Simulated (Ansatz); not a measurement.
## ZnO (zincite) under changes of volume

One of the cells (11.900 Å³/atom); the others are scaled copies at fixed shape and fractional positions:

```
Zn O
1.0
     3.24931    0.00000    0.00000
    -1.62465    2.81398    0.00000
     0.00000    0.00000    5.20571
Zn O
2 2
Direct
  0.66667 0.33333 0.00000
  0.33333 0.66667 0.50000
  0.33333 0.66667 0.87901
  0.66667 0.33333 0.37901
```

```yaml
Program: Ansatz 0.2.0
Functional: r2SCAN
Dispersion: rVV10
Potentials_or_basis: Ansatz PAW
Cutoff: "500 eV (not typed: the program's choice for these potentials)"
k_mesh: 9 × 9 × 5
Occupations: fermi-dirac, width 0.05 eV
Spin: no spin polarisation
```

```tsv
volume (Å³/atom)	energy over the lowest point (meV/atom)	pressure (GPa)	gap on the mesh (eV)	largest force (eV/Å)
11.186	11.87	7.7	1.27	0.093
11.424	?	?	?	?
11.662	0.00	0.6	1.21	0.077
11.900	1.46	-2.5	1.18	0.070
12.138	7.18	-5.2	1.15	0.063
12.376	16.72	-7.6	1.12	0.056
12.614	29.68	-9.8	1.09	0.050
```

Question: What does the run at 11.424 Å³/atom give?

Answer: Energy over the lowest point 3.28 meV/atom; pressure 3.9 GPa; gap on the mesh 1.24 eV; largest force 0.085 eV/Å.

Worked out: A Birch-Murnaghan fit of order 3 (a polynomial in V^(-2/3)) to the other rows has its minimum at 11.70 Å³/atom with B0 = V·E''(V) = 154 GPa and B' = 4.4 at fixed shape and positions, which overstates the stiffness. It gives 3.29 meV/atom at 11.424 Å³/atom, against the run's 3.28, and -dE/dV = 3.9 GPa, against 3.9. A straight line through the other rows of the gap, of slope -1.5 eV per unit of ln V (its deformation potential), gives 1.24 eV, against the run's 1.24.

Energies are extrapolated to zero smearing.

Caveats: odd divisions of the mesh miss points on the zone boundary, where band edges often lie, so the gap on the mesh can be too wide; the PAW data sets come from PBE, with cores solved anew for the run's functional, which leaves a small shift of forces and pressure.
